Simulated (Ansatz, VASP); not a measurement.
**BaTiO3 in VASP and in Ansatz**

INCAR

```
SYSTEM = BaTiO3
PREC     = Accurate       ! precision mode
ENCUT    = 600            ! plane-wave cutoff, eV
EDIFF    = 1E-7           ! SCF threshold, eV
ISMEAR   = 0              ! smearing method
SIGMA    = 0.02           ! smearing width, eV
LREAL    = .FALSE.        ! projectors in reciprocal space
LASPH    = .TRUE.         ! aspherical terms in the spheres
NELM     = 60             ! most SCF steps
ALGO     = Normal         ! electronic algorithm
ISIF     = 3              ! what is computed and relaxed
LWAVE    = .FALSE.        ! write WAVECAR
LCHARG   = .FALSE.        ! write CHGCAR
GGA      = PE             ! functional
IBRION   = 2              ! ionic algorithm
NSW      = 100            ! ionic steps
EDIFFG   = -0.005         ! ionic threshold
```

KPOINTS

```
Automatic mesh
0
G
  8 8 8
  0 0 0
```

POSCAR

```
BaTiO3
1.0
    4.0073000000      0.0000000000      0.0000000000
    0.0000000000      4.0073000000      0.0000000000
    0.0000000000      0.0000000000      4.0073000000
Ba Ti O
1 1 3
Direct
    0.5000000000      0.5000000000      0.5000000000
    0.0000000000      0.0000000000      0.0000000000
    0.5000000000      0.0000000000      0.0000000000
    0.0000000000      0.5000000000      0.0000000000
    0.0000000000      0.0000000000      0.5000000000
```

Input for Ansatz:

```yaml
crystal:
  lattice:
    - [4.0073, 0.0, 0.0]
    - [0.0, 4.0073, 0.0]
    - [0.0, 0.0, 4.0073]
  atoms:
    - { symbol: Ba, position: [0.5, 0.5, 0.5] }
    - { symbol: Ti, position: [0.0, 0.0, 0.0] }
    - { symbol: O, position: [0.5, 0.0, 0.0] }
    - { symbol: O, position: [0.0, 0.5, 0.0] }
    - { symbol: O, position: [0.0, 0.0, 0.5] }
basis:
  ecutwfc: 420
kpoints:
  mp_grid: { grid: [8, 8, 8] }
hamiltonian:
  xc: pbe
scf:
  occupations: { method: gaussian, width: 0.02 }
output:
  forces: true
  stress: true
  eigenvalues: true
  write_density: true
  write_potential: true
  elf: true
  volumetric_format: npy
relax:
  adjacent_minimum: "off"
  f_tol: 0.005
  max_steps: 80
  cell: { stress_tol: 0.05 }
```

Alike in both runs: task relaxation of cell and atoms; functional PBE; k mesh 8 × 8 × 8; occupations gaussian, width 0.02 eV; no spin polarisation.

```csv
,VASP,Ansatz
version,VASP 6.6.1,Ansatz 0.2.0
potentials or method,"VASP PAW PBE potentials, release 64 (Ba_sv, Ti_sv, O)","scalar-relativistic, plane waves, PAW"
plane-wave cutoff (eV),600,420
valence electrons in the cell,40,40
```

```csv
,VASP,Ansatz,Ansatz less VASP
"gap on the k mesh at the Fermi level, each at its own relaxed structure (eV)",1.70,1.78,+0.082
relaxed volume (Å³/atom),13.11,12.99,-0.123
relaxed cell length with the largest relative difference (Å),4.032,4.019,-0.0127
energy change over the relaxation (meV/atom),-2,-1,+1.7
```

Caveats: spin-orbit coupling is left out, which moves the levels of the heavy elements. Expect the measured gap to be larger: semilocal functionals such as PBE lack the derivative discontinuity. Zero-point motion and thermal expansion aren't in these numbers.
